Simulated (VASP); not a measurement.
# InPd: In into a neighbouring In vacancy

Aim: the barrier for one hop in InPd: In into a neighbouring In vacancy. The start is a computed cell from the Materials Project.

Calculated with VASP 6.6.1; PBE; plane waves and PAW (In, Pd).

**1. The host crystal**

Symmetry: Pm-3m, No. 221, cubic system. Conventional cell: a = 3.272 Å, b = 3.272 Å, c = 3.272 Å, α = 90.00°, β = 90.00°, γ = 90.00°. Nearest to In lie 8 Pd at 2.83 Å. Nearest to Pd lie 8 In at 2.83 Å. Farther neighbours are not listed.

Structure file:

```
In Pd
1.0
     3.27188    0.00000    0.00000
     0.00000    3.27188    0.00000
     0.00000    0.00000    3.27188
In Pd
1 1
Direct
  0.00000 0.00000 0.00000
  0.50000 0.50000 0.50000
```

**2. Relax the host**

First cell and atoms are relaxed at a raised cutoff, so that later runs start from this functional's own cell.

Contents of INCAR:

```
SYSTEM = InPd
PREC = Accurate
ENCUT = 350
EDIFF = 1E-06
NELM = 120
ISMEAR = 1
SIGMA = 0.15
LREAL = .FALSE.
ALGO = Normal
GGA = PE
NBANDS = 12
LASPH = .TRUE.
LORBIT = 11
LWAVE = .FALSE.
LCHARG = .FALSE.
KPAR = 5
IBRION = 2
NSW = 40
ISIF = 3
EDIFFG = -0.02
POTIM = 0.4
```

Contents of POSCAR:

```
InPd
1.0
    3.2718847800      0.0000000000      0.0000000000
    0.0000000000      3.2718847800      0.0000000000
    0.0000000000      0.0000000000      3.2718847800
In Pd
1 1
Direct
    0.0000000000      0.0000000000      0.0000000000
    0.5000000000      0.5000000000      0.5000000000
```

Contents of KPOINTS:

```
Automatic mesh
0
Gamma
10 10 10
0 0 0
```

Potentials, in the order of the species: In and Pd (PBE family, release 64).

Started as:

```
$ mpirun -np 5 vasp_std
```

What it wrote:

```text
[banner, memory and clock lines left out]
running    5 mpi-ranks, on    1 nodes
 distrk:  each k-point on    1 cores,    5 groups
 distr:  one band on    1 cores,    1 groups

 POSCAR found type information on POSCAR InPd
 POSCAR found :  2 types and       2 ions
|                                                                             |
|           W    W    AA    RRRRR   N    N  II  N    N   GGGG   !!!           |
|           W    W   A  A   R    R  NN   N  II  NN   N  G    G  !!!           |
|           W    W  A    A  R    R  N N  N  II  N N  N  G       !!!           |
|           W WW W  AAAAAA  RRRRR   N  N N  II  N  N N  G  GGG   !            |
|           WW  WW  A    A  R   R   N   NN  II  N   NN  G    G                |
|           W    W  A    A  R    R  N    N  II  N    N   GGGG   !!!           |
|                                                                             |
|     For optimal performance we recommend to set                             |
|       NCORE = 2 up to number-of-cores-per-socket                            |
|     NCORE specifies how many cores store one orbital (NPAR=cpu/NCORE).      |
|     This setting can greatly improve the performance of VASP for DFT.       |
|     The default, NCORE=1 might be grossly inefficient on modern             |
|     multi-core architectures or massively parallel machines. Do your        |
|     Unfortunately you need to use the default for GW and RPA                |
|     calculations (for HF NCORE is supported but not extensively tested      |
|     yet).                                                                   |
|                                                                             |

 LDA part: xc-table for (Slater+PW92), standard interpolation
 POSCAR, INCAR and KPOINTS ok, starting setup
 FFT: planning ... GRIDC
 FFT: planning ... GRID_SOFT
 FFT: planning ... GRID
 WAVECAR not read
 entering main loop
       N       E                     dE             d eps       ncg     rms          rms(c)
DAV:   1     0.394153212419E+02    0.39415E+02   -0.45633E+03  1400   0.661E+02
DAV:   2    -0.816530131111E+01   -0.47581E+02   -0.44812E+02  1524   0.153E+02
DAV:   3    -0.900342749403E+01   -0.83813E+00   -0.83647E+00  1628   0.208E+01
DAV:   4    -0.900772857316E+01   -0.43011E-02   -0.43006E-02  1468   0.162E+00
DAV:   5    -0.900779978535E+01   -0.71212E-04   -0.71211E-04  1580   0.222E-01    0.640E+00
DAV:   6    -0.886228055377E+01    0.14552E+00   -0.34260E-01  1436   0.528E+00    0.334E+00
DAV:   7    -0.880402337623E+01    0.58257E-01   -0.78309E-02  1392   0.190E+00    0.155E+00
DAV:   8    -0.878319193516E+01    0.20831E-01   -0.26968E-02  1448   0.140E+00    0.407E-01
DAV:   9    -0.878310997420E+01    0.81961E-04   -0.45462E-04  1420   0.127E-01    0.961E-02
DAV:  10    -0.878306299735E+01    0.46977E-04   -0.90590E-05  1424   0.437E-02    0.136E-02
DAV:  11    -0.878306181508E+01    0.11823E-05   -0.30101E-06  1548   0.144E-02    0.431E-03
DAV:  12    -0.878306175897E+01    0.56109E-07   -0.17520E-07   756   0.370E-03
   1 F= -.87830618E+01 E0= -.87825484E+01  d E =-.878306E+01
 curvature:   0.00 expect dE= 0.000E+00 dE for cont linesearch  0.000E+00
 trial: gam= 0.00000 g(F)=  0.000E+00 g(S)=  0.253E-01 ort = 0.000E+00 (trialstep = 0.100E+01)
 search vector abs. value=  0.253E-01
 bond charge predicted
       N       E                     dE             d eps       ncg     rms          rms(c)
DAV:   1    -0.903171155002E+01   -0.24865E+00   -0.37798E+00  1408   0.195E+01    0.335E+00
DAV:   2    -0.882044952893E+01    0.21126E+00   -0.20508E+00  1412   0.123E+01    0.133E+00
DAV:   3    -0.879079978628E+01    0.29650E-01   -0.15558E-01  1372   0.324E+00    0.506E-01
DAV:   4    -0.878845024819E+01    0.23495E-02   -0.52311E-03  1456   0.485E-01    0.124E-01
DAV:   5    -0.878849474333E+01   -0.44495E-04   -0.16131E-04  1504   0.829E-02    0.663E-02
DAV:   6    -0.878851591973E+01   -0.21176E-04   -0.19496E-05  1436   0.323E-02    0.526E-03
DAV:   7    -0.878851538258E+01    0.53715E-06   -0.94450E-07  1156   0.618E-03
   2 F= -.87885154E+01 E0= -.87879617E+01  d E =-.545362E-02
 trial-energy change:   -0.005454  1 .order   -0.006179   -0.025254    0.012897
 step:   0.6355(harm=  0.6620)  dis= 0.00000  next Energy=    -8.790901 (dE=-0.784E-02)
 bond charge predicted
       N       E                     dE             d eps       ncg     rms          rms(c)
DAV:   1    -0.882395274500E+01   -0.35437E-01   -0.50366E-01  1408   0.704E+00    0.125E+00
DAV:   2    -0.879678071570E+01    0.27172E-01   -0.31500E-01  1412   0.467E+00    0.507E-01
DAV:   3    -0.879120895877E+01    0.55718E-02   -0.25914E-02  1368   0.138E+00    0.133E-01
DAV:   4    -0.879089107418E+01    0.31788E-03   -0.13557E-03  1432   0.179E-01    0.371E-02
DAV:   5    -0.879086996163E+01    0.21113E-04   -0.14122E-04  1376   0.955E-02    0.299E-02
DAV:   6    -0.879087219701E+01   -0.22354E-05   -0.30680E-06  1480   0.116E-02    0.187E-02
DAV:   7    -0.879087550850E+01   -0.33115E-05   -0.25379E-06  1348   0.975E-03    0.107E-03
DAV:   8    -0.879087547700E+01    0.31496E-07   -0.91759E-08   696   0.284E-03
   3 F= -.87908755E+01 E0= -.87903433E+01  d E =-.781372E-02
 curvature:  -0.33 expect dE=-0.296E-06 dE for cont linesearch -0.296E-06
 trial: gam=-0.00594 g(F)=  0.214E-64 g(S)=  0.901E-06 ort = 0.151E-03 (trialstep = 0.927E+00)
 search vector abs. value=  0.132E-09
 reached required accuracy - stopping structural energy minimisation
```

Wall time 10 s (5 MPI ranks of AMD EPYC 7R43, shared host); peak memory 0.61 GiB; 46 s of CPU time.

Lines that name or quote the potential files are left out of all logs, and their timing lines are given in words.

OUTCAR, selected parts (step 2):

```text
ion  position               nearest neighbor table
   1  0.000  0.000  0.000-   2 2.83   2 2.83   2 2.83   2 2.83   2 2.83   2 2.83   2 2.83   2 2.83

  LATTYP: Found a simple cubic cell.
 ALAT       =     3.2718847800

 Subroutine GETGRP returns: Found 48 space group operations
 (whereof 48 operations were pure point group operations)

The static configuration has the point symmetry O_h .

 Found     56 irreducible k-points:

   k-points           NKPTS =     56   k-points in BZ     NKDIM =     56   number of bands    NBANDS=     12

   dimension x,y,z NGX =    20 NGY =   20 NGZ =   20
   dimension x,y,z NGXF=    40 NGYF=   40 NGZF=   40

   ENCUT  =  350.0 eV  25.72 Ry    5.07 a.u.   4.99  4.99  4.99*2*pi/ulx,y,z

   NELECT =      13.0000    total number of electrons

 k-points in reciprocal lattice and weights: Automatic mesh
   0.00000000  0.00000000  0.00000000       0.001
   0.10000000  0.00000000  0.00000000       0.006
   0.20000000  0.00000000  0.00000000       0.006
   0.30000000  0.00000000  0.00000000       0.006
   0.40000000  0.00000000  0.00000000       0.006
   0.50000000  0.00000000  0.00000000       0.003
   0.10000000  0.10000000  0.00000000       0.012
   0.20000000  0.10000000  0.00000000       0.024
   0.30000000  0.10000000  0.00000000       0.024
[...]
0.50000000  0.50000000  0.40000000       0.006
   0.50000000  0.50000000  0.50000000       0.001

 average (electrostatic) potential at core
       1 -34.3099       2 -72.3475

 E-fermi :   8.4310

 k-point     1 :       0.0000    0.0000    0.0000
  band No.  band energies     occupation
    ...
      2       4.5715      2.00000
      3       4.5715      2.00000
      4       6.0833      2.00000
      5       6.0833      2.00000
      6       6.0833      2.00000
      7      12.5138      0.00000
      8      12.5138      0.00000
      9      12.5138      0.00000
     10      17.4622      0.00000
     11      18.3381      0.00000
    ...

 k-point     2 :       0.1000    0.0000    0.0000
  band No.  band energies     occupation
    ...
      2       4.5769      2.00000
      3       4.5971      2.00000
      4       5.9721      2.00000
      5       5.9721      2.00000
      6       6.0777      2.00000
      7      11.4643      0.00000
      8      12.8210      0.00000
      9      12.8210      0.00000
     10      17.7989      0.00000
     11      18.2868      0.00000
    ...

 k-point     3 :       0.2000    0.0000    0.0000
  band No.  band energies     occupation
    ...
      2       4.5910      2.00000
      3       4.6026      2.00000
      4       5.7090      2.00000
      5       5.7090      2.00000
      6       6.0627      2.00000
      7       9.6278     -0.00000
      8      13.6679      0.00000
      9      13.6679      0.00000
     10      17.9344      0.00000
     11      18.1457      0.00000
    ...

  Total        0.0039450      0.0039450      0.0039450      0.0000000      0.0000000      0.0000000
  in kB        0.1761371      0.1761371      0.1761371      0.0000000      0.0000000      0.0000000
  external PRESSURE =       0.1761371 kB  Pullay stress =       0.0000000 kB

  energy-cutoff  :      350.00
  volume of cell :       35.88
      direct lattice vectors                 reciprocal lattice vectors
     3.298387680 -0.000000000 -0.000000000     0.303178430  0.000000000  0.000000000
    -0.000000000  3.298387680 -0.000000000     0.000000000  0.303178430 -0.000000000
    -0.000000000  0.000000000  3.298387680     0.000000000  0.000000000  0.303178430

 POSITION                                       TOTAL-FORCE (eV/Angst)
 -----------------------------------------------------------------------------------
      0.00000      0.00000      0.00000         0.000000      0.000000      0.000000
      1.64919      1.64919      1.64919        -0.000000     -0.000000      0.000000
 -----------------------------------------------------------------------------------
    total drift:                               -0.000000      0.000000      0.000000

  FREE ENERGIE OF THE ION-ELECTRON SYSTEM (eV)
  ---------------------------------------------------
  free  energy   TOTEN  =        -8.7908754770 eV

  energy  without entropy=       -8.7892788438  energy(sigma->0) =       -8.79034327

 reached required accuracy - stopping structural energy minimisation

 total charge
# of ion       s       p       d       tot
------------------------------------------
    1        1.174   1.391   0.234   2.800
    2        0.415   0.388   8.637   9.440
--------------------------------------------------
tot          1.589   1.779   8.872  12.240

[... 3 further parts left out ...]
```

This run has no spin polarisation. Its electron count is odd, so without a moment it is a metal by construction. The data set In keeps the semicore shell frozen, which is cheaper and a little less accurate. The run keeps the 48 symmetry operations of its start, so it cannot find a distortion of lower symmetry.

The steps of the relaxation:

| step | energy less that of the first step (eV) | largest force (eV/Å) | pressure (GPa) | volume (Å³) |
| --- | --- | --- | --- | --- |
| 1 | 0.0000 | 0.0000 | 3.02 | 35.03 |
| 2 | -0.0055 | 0.0000 | -1.49 | 36.38 |
| 3 | -0.0078 | 0.0000 | 0.02 | 35.88 |

| conventional cell, symmetrised | before | after | change |
| --- | --- | --- | --- |
| a (Å) | 3.272 | 3.298 | +0.8 % |
| b (Å) | 3.272 | 3.298 | +0.8 % |
| c (Å) | 3.272 | 3.298 | +0.8 % |
| volume (Å³/atom) | 17.51 | 17.94 | +2.4 % |

The relaxed structure:

```
In Pd
1.0
     3.29839    0.00000    0.00000
     0.00000    3.29839    0.00000
     0.00000    0.00000    3.29839
In Pd
1 1
Direct
  0.00000 0.00000 0.00000
  0.50000 0.50000 0.50000
```

This step gave:

| Property | Result |
| --- | --- |
| electronic cycles | 27 |
| electrons | 13 |
| free energy (TOTEN) | -8.791 eV |
| energy at zero smearing | -8.790 eV |
| Fermi energy | 8.431 eV |
| labelled metallic, from the levels on this mesh | yes |

The run ended after 3 ionic steps, 0.008 eV below its first step, once forces and stress met EDIFFG = -0.02.

[end of part 1 of 4]

[Lines on the potential files, build, host, timing and source positions are cut from VASP's logs without a mark.]

[Logs are printed without paths, hosts, clocks, repeated set-up lines and the standing remarks that a program may print on its own settings, such as how far it seeks lower states.]

[Hosts, paths, dates, database ids (printed as entryN), source tags and the programs' standing remarks are cut or masked in the printed files.]

[Runs that stopped without an error message from VASP are left out.]
